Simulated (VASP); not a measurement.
# TiC (Fm-3m) in VASP: density of states with PBE

Aim: the density of states of TiC with PBE.

Program: VASP 6.6.1. These are calculated values, not measurements. Logs are shortened: lines on timing, memory, paths and dates and some standing lists are left out, and cuts for length are marked.

### Step 1. Starting point

The structure is cubic, space group Fm-3m (No. 225). The conventional cell has a = 4.334 Å, b = 4.334 Å, c = 4.334 Å, α = 90.00°, β = 90.00°, γ = 90.00°. Ti (site symmetry m-3m) has 6 C at 2.17 Å as nearest neighbours. Around C (site symmetry m-3m) lie 6 Ti at 2.17 Å.

### Step 2. Density of states, PBE

Input file POSCAR:

```
TiC                                     
1.0
    0.0000000000      2.1671990018      2.1671990018
    2.1671990018      0.0000000000      2.1671990018
    2.1671990018      2.1671990018      0.0000000000
  Ti              C             
     1     1
Direct
     0.0000000000000000    0.0000000000000000    0.0000000000000000
     0.5000000000000000    0.5000000000000000    0.5000000000000000
```

Input file INCAR.step1:

```
ALGO = Fast
EDIFF = 1E-7
ENCUT = 520
GGA = PE
ISIF = 2
ISMEAR = 0
LASPH = T
LCHARG = T
LMAXMIX = 4
LREAL = F
LWAVE = F
NELM = 100
PREC = Accurate
SIGMA = 0.1
```

Input file KPOINTS.step1:

```
k-points
0
Gamma
  10 10 10
```

Input file INCAR.step2:

```
ALGO = Fast
EDIFF = 1E-7
ENCUT = 520
GGA = PE
ICHARG = 11
ISIF = 2
ISMEAR = -5
LASPH = T
LCHARG = F
LMAXMIX = 4
LORBIT = 11
LREAL = F
LWAVE = F
NEDOS = 2001
NELM = 100
PREC = Accurate
SIGMA = 0.1
```

Input file KPOINTS.step2:

```
k-points
0
Gamma
  15 15 15
```

Potentials or basis: VASP PAW PBE potentials, release 64 (Ti_sv, C).

Command:

```
$ cat potpaw_PBE.64/Ti_sv/POTCAR potpaw_PBE.64/C/POTCAR > POTCAR
$ cp INCAR.step1 INCAR
$ cp KPOINTS.step1 KPOINTS
$ mpirun -np 1 vasp_std > vasp.out
$ cp INCAR.step2 INCAR
$ cp KPOINTS.step2 KPOINTS
$ mpirun -np 1 vasp_std > vasp.out
```

OUTCAR:

```text
EDIFF = 1E-7
   ENCUT = 520
   GGA = PE
   ICHARG = 11
   ISIF = 2
   ISMEAR = -5
   LASPH = T
   LORBIT = 11
   LREAL = F
   NELM = 100
   PREC = Accurate

 ion  position               nearest neighbor table
   1  0.000  0.000  0.000-   2 2.17   2 2.17   2 2.17   2 2.17   2 2.17   2 2.17
   2  0.500  0.500  0.500-   1 2.17   1 2.17   1 2.17   1 2.17   1 2.17   1 2.17

  LATTYP: Found a face centered cubic cell.
 ALAT       =     4.3343980036

  Lattice vectors:

 A1 = (   0.0000000000,   2.1671990018,   2.1671990018)
 A2 = (   2.1671990018,   0.0000000000,   2.1671990018)
 A3 = (   2.1671990018,   2.1671990018,   0.0000000000)

Analysis of symmetry for initial positions (statically):
=====================================================================
 Subroutine PRICEL returns:
 Original cell was already a primitive cell.

 Routine SETGRP: Setting up the symmetry group for a
 face centered cubic supercell.

 Subroutine GETGRP returns: Found 48 space group operations
 (whereof 48 operations were pure point group operations)
 out of a pool of 48 trial point group operations.

The static configuration has the point symmetry O_h .

Analysis of symmetry for dynamics (positions and initial velocities):
=====================================================================
 Subroutine PRICEL returns:
 Original cell was already a primitive cell.

 Routine SETGRP: Setting up the symmetry group for a
 face centered cubic supercell.

 Subroutine GETGRP returns: Found 48 space group operations
 (whereof 48 operations were pure point group operations)
 out of a pool of 48 trial point group operations.

The dynamic configuration has the point symmetry O_h .

 Subroutine INISYM returns: Found 48 space group operations
 (whereof 48 operations are pure point group operations),
 and found     1 'primitive' translations

----------------------------------------------------------------------------------------

                                     Primitive cell

  volume of cell :      20.3576

  direct lattice vectors                    reciprocal lattice vectors
     0.000000000  2.167199002  2.167199002    -0.230712546  0.230712546  0.230712546
     2.167199002  0.000000000  2.167199002     0.230712546 -0.230712546  0.230712546
     2.167199002  2.167199002  0.000000000     0.230712546  0.230712546 -0.230712546

  length of vectors
     3.064882221  3.064882221  3.064882221     0.399605852  0.399605852  0.399605852

  position of ions in fractional coordinates (direct lattice)
     0.000000000  0.000000000  0.000000000
     0.500000000  0.500000000  0.500000000

  ion indices of the primitive-cell ions
   primitive index   ion index
                 1           1
                 2           2

----------------------------------------------------------------------------------------

 KPOINTS: k-points

Automatic generation of k-mesh.
 Grid dimensions read from file:
 generate k-points for:   15   15   15

 Generating k-lattice:

  Cartesian coordinates                     Fractional coordinates (reciprocal lattice)
    -0.015380836  0.015380836  0.015380836     0.066666667  0.000000000  0.000000000
     0.015380836 -0.015380836  0.015380836     0.000000000  0.066666667  0.000000000
     0.015380836  0.015380836 -0.015380836     0.000000000  0.000000000  0.066666667

  Length of vectors
     0.026640390  0.026640390  0.026640390

  Shift w.r.t. Gamma in fractional coordinates (k-lattice)
     0.000000000  0.000000000  0.000000000

 TETIRR: Found    484 inequivalent tetrahedra from    20250

 Subroutine IBZKPT returns following result:
 ===========================================

 Found    120 irreducible k-points:

 Following reciprocal coordinates:
            Coordinates               Weight
  0.000000  0.000000  0.000000      1.000000
  0.066667  0.000000  0.000000      8.000000
  0.133333  0.000000  0.000000      8.000000
  0.200000  0.000000  0.000000      8.000000
  0.266667  0.000000  0.000000      8.000000
  0.333333  0.000000  0.000000      8.000000
[... 16 lines left out ...]
  0.133333  0.133333  0.000000      6.000000
  0.200000  0.133333  0.000000     24.000000
 [... further k-points ...]
   k-points           NKPTS =    120   k-points in BZ     NKDIM =    120   number of bands    NBANDS=     12
   number of dos      NEDOS =   2001   number of ions     NIONS =      2
   total plane-waves  NPLWV =  13824
   dimension x,y,z NGX =    24 NGY =   24 NGZ =   24
   dimension x,y,z NGXF=    48 NGYF=   48 NGZF=   48
   ions per type =               1   1
   NGX,Y,Z   is equivalent  to a cutoff of  13.02, 13.02, 13.02 a.u.
   NGXF,Y,Z  is equivalent  to a cutoff of  26.04, 26.04, 26.04 a.u.
 SYSTEM =  unknown system
   PREC   = accura    normal or accurate (medium, high low for compatibility)
   ISTART =      0    job   : 0-new  1-cont  2-samecut
   ICHARG =     11    charge: 1-file 2-atom 10-const
   ISPIN  =      1    spin polarized calculation?
   LNONCOLLINEAR =      F non collinear calculations
   LSORBIT =      F    spin-orbit coupling
   LASPH  =      T    aspherical Exc in radial PAW
   ENCUT  =  520.0 eV  38.22 Ry    6.18 a.u.   5.70  5.70  5.70*2*pi/ulx,y,z
   NELM   =    100;   NELMIN=  2; NELMDL=  0     # of ELM steps
   EDIFF  = 0.1E-06   stopping-criterion for ELM
   LREAL  =      F    real-space projection
   EDIFFG = 0.1E-05   stopping-criterion for IOM
   NSW    =      0    number of steps for IOM
   IBRION =     -1    ionic relax: 0-MD 1-quasi-New 2-CG
   NFREE  =      0    steps in history (QN), initial steepest desc. (CG)
   ISIF   =      2    stress and relaxation
   ISYM   =      2    0-nonsym 1-usesym 2-fastsym
   POTIM  = 0.5000    time-step for ionic-motion
   TEBEG  =    0.0;   TEEND  =   0.0 temperature during run
   PSTRESS=    0.0 pullay stress
   NELECT =      16.0000    total number of electrons
   NUPDOWN=      -1.0000    fix difference up-down
   EMIN   =  10.00;   EMAX   =-10.00  energy-range for DOS
   EFERMI =   0.00;   METHOD = LEGACY
   ISMEAR =    -5;   SIGMA  =   0.10  broadening in eV -4-tet -1-fermi 0-gaus
   EFERMI_NEDOS =   21; number of points for ismear=-14 and -15
   IALGO  =     68    algorithm
   IMIX   =      4    mixing-type and parameters
     AMIX     =   0.40;   BMIX     =  1.00
     AMIX_MAG =   1.60;   BMIX_MAG =  1.00
  volume/ion in A,a.u.               =      10.18        68.69
  Fermi-wavevector in a.u.,A,eV,Ry     =   1.510797  2.854992 31.055390  2.282507
  Thomas-Fermi vector in A             =   2.620939
   LORBIT       =     11    0 simple, 1 ext, 2 COOP (PROOUT), +10 PAW based schemes
   GGA     = PE    functional components
   LHFCALC =     F    Hartree Fock is set to
   AEXX    =    0.0000 exact exchange contribution
   IVDW    =     0    specifies the selected vdW correction
   LEPSILON=     F    determine dielectric tensor
   LRPA    =     F    only Hartree local field effects (RPA)
 non-spin polarized calculation
 RMM-DIIS sequential band-by-band and
 Fermi weights with tetrahedron method with Bloechl corrections
  energy-cutoff  :      520.00
  volume of cell :       20.36
 maximum number of plane-waves:       560

 number of electron      16.0000000 magnetization

 Free energy of the ion-electron system (eV)
  ---------------------------------------------------
  ext. energy  EPLUGINS =         0.00000000
  ---------------------------------------------------
  free energy    TOTEN  =       -18.70912655 eV

  energy without entropy =      -18.70912655  energy(sigma->0) =      -18.70912655

 E-fermi :   9.4168     XC(G=0): -12.6873

 val. band max:        9.4378782891   @ k =   0.0667   0.0667   0.0000
 cond. band min:       9.3704732284   @ k =   0.3333   0.2667   0.0000
 fundamental gap:     -0.0674050607
 Fermi energy:         9.4168147088

 k-point     1 :       0.0000    0.0000    0.0000
  band No.  band energies     occupation
      1     -47.2096      2.00000
      2     -23.2346      2.00000
      3     -23.2346      2.00000
      4     -23.2346      2.00000
      5      -2.9977      2.00000
      6      10.0793      0.00000
      7      10.0793      0.00000
      8      10.0793      0.00000
      9      11.0650      0.00000
     10      11.0650      0.00000
     11      11.0926      0.00000
     12      11.0947      0.00000

 k-point     2 :       0.0667    0.0000    0.0000
  band No.  band energies     occupation
      1     -47.2065      2.00000
      2     -23.2567      2.00000
      3     -23.2367      2.00000
      4     -23.2367      2.00000
      5      -2.8974      2.00000
      6       9.5868      0.82173
      7       9.8302     -0.00164
      8       9.8302     -0.12529
      9      10.4020      0.00000
     10      10.4020      0.00000
     11      11.3251      0.00000
     12      12.1527      0.00000

 k-point     3 :       0.1333    0.0000    0.0000
  band No.  band energies     occupation
      1     -47.1977      2.00000
      2     -23.3186      2.00000
      3     -23.2425      2.00000
      4     -23.2425      2.00000
      5      -2.6035      2.00000
      6       8.6305      2.01017
      7       8.9995      2.04368
      8       8.9995      2.08830
      9      10.5237      0.00000
     10      10.5237      0.00000
     11      11.6686      0.00000
     12      13.2845      0.00000
[... 286 lines left out ...]
 k-point    23 :       0.1333    0.1333    0.0000
  band No.  band energies     occupation
      1     -47.1938      2.00000
      2     -23.3121      2.00000
      3     -23.2622      2.00000
      4     -23.2622      2.00000
      5      -2.4919      2.00000
      6       7.9095      2.00010
      7       9.3393      1.93277
      8       9.3393      1.91961
      9       9.6143      0.01494
     10      11.2476      0.00000
     11      12.2090      0.00000
     12      12.2090      0.00000

 k-point    24 :       0.2000    0.1333    0.0000
  band No.  band energies     occupation
      1     -47.1841      2.00000
      2     -23.3703      2.00000
      3     -23.2757      2.00000
      4     -23.2703      2.00000
      5      -2.1732      2.00000
      6       7.1893      2.00000
      7       8.7006      2.00000
      8       8.9742      2.00000
      9       9.8162     -0.01986
     10      11.3055      0.00000
     11      12.4853      0.00000
     12      12.8743      0.00000

 [... further k-points ...]

------------------------ aborting loop because EDIFF is reached ----------------------------------------

  FORCE on cell =-STRESS in cart. coord.  units (eV):
  Direction    XX          YY          ZZ          XY          YZ          ZX
  --------------------------------------------------------------------------------------
  -------------------------------------------------------------------------------------
  Total        0.0140978      0.0140978      0.0140978     -0.0000000      0.0000000     -0.0000000
  in kB        1.1095233      1.1095233      1.1095233     -0.0000000      0.0000000     -0.0000000
  external PRESSURE =       1.1095233 kB  Pullay stress =       0.0000000 kB

 VOLUME and BASIS-vectors are now :
 -----------------------------------------------------------------------------
  energy-cutoff  :      520.00
  volume of cell :       20.36
      direct lattice vectors                 reciprocal lattice vectors
     0.000000000  2.167199002  2.167199002    -0.230712546  0.230712546  0.230712546
     2.167199002  0.000000000  2.167199002     0.230712546 -0.230712546  0.230712546
     2.167199002  2.167199002  0.000000000     0.230712546  0.230712546 -0.230712546

 POSITION                                       TOTAL-FORCE (eV/Angst)
 -----------------------------------------------------------------------------------
      0.00000      0.00000      0.00000        -0.000000      0.000000     -0.000000
      2.16720      2.16720      2.16720         0.000000     -0.000000      0.000000
 -----------------------------------------------------------------------------------
    total drift:                                0.000000     -0.000000     -0.000000

  FREE ENERGIE OF THE ION-ELECTRON SYSTEM (eV)
  ---------------------------------------------------
  free  energy   TOTEN  =       -18.7091265484 eV

  energy  without entropy=      -18.7091265484  energy(sigma->0) =      -18.70912655

 total charge

# of ion       s       p       d       tot
------------------------------------------
    1        2.198   6.245   1.950  10.394
    2        0.896   1.503   0.000   2.399
--------------------------------------------------
tot          3.094   7.748   1.950  12.792
```

It took 76 s on 1 thread of AMD EPYC 7R13 (Zen 3), shared host; peak memory 0.13 GiB.

Results:

- Valence electrons inside the program's atomic spheres: Ti 10.39; C 2.40

Levels at points of the mesh, in eV from the Fermi level:
| k point | band 5 | band 6 | band 7 | band 8 | band 9 | band 10 | band 11 | band 12 |
| --- | --- | --- | --- | --- | --- | --- | --- | --- |
| (0.00, 0.00, 0.00) | -12.41 | 0.66 | 0.66 | 0.66 | 1.65 | 1.65 | 1.68 | 1.68 |

States per cell in windows of 1 eV (zero at the Fermi level; states under -8 eV left out):
| from (eV) | total | Ti1_d | C2_p | Ti1_p | Ti1_s | C2_s | C2_d |
| --- | --- | --- | --- | --- | --- | --- | --- |
| -8.0 | 0.00 | 0.00 | 0.00 | 0.00 | 0.00 | 0.00 | 0.00 |
| -7.0 | 0.00 | 0.00 | 0.00 | 0.00 | 0.00 | 0.00 | 0.00 |
| -6.0 | 0.19 | 0.03 | 0.04 | 0.00 | 0.02 | 0.00 | 0.00 |
| -5.0 | 0.86 | 0.17 | 0.20 | 0.03 | 0.06 | 0.01 | 0.00 |
| -4.0 | 1.15 | 0.22 | 0.28 | 0.10 | 0.03 | 0.01 | 0.00 |
| -3.0 | 2.42 | 0.87 | 0.61 | 0.09 | 0.01 | 0.01 | 0.00 |
| -2.0 | 1.02 | 0.38 | 0.26 | 0.03 | 0.00 | 0.00 | 0.00 |
| -1.0 | 0.38 | 0.13 | 0.11 | 0.02 | 0.00 | 0.00 | 0.00 |
| 0.0 | 0.46 | 0.24 | 0.08 | 0.01 | 0.00 | 0.00 | 0.00 |
| 1.0 | 0.93 | 0.66 | 0.08 | 0.01 | 0.00 | 0.00 | 0.00 |
| 2.0 | 2.20 | 1.80 | 0.11 | 0.01 | 0.01 | 0.01 | 0.00 |
| 3.0 | 2.77 | 2.11 | 0.29 | 0.02 | 0.04 | 0.01 | 0.00 |
| 4.0 | 0.69 | 0.44 | 0.10 | 0.02 | 0.01 | 0.01 | 0.00 |
| 5.0 | 0.69 | 0.44 | 0.09 | 0.02 | 0.01 | 0.03 | 0.00 |
| 6.0 | 0.27 | 0.16 | 0.05 | 0.01 | 0.00 | 0.01 | 0.00 |
| 7.0 | 0.08 | 0.05 | 0.02 | 0.00 | 0.00 | 0.00 | 0.00 |

Caveat: tetrahedron occupations give inexact forces and stress in metals.
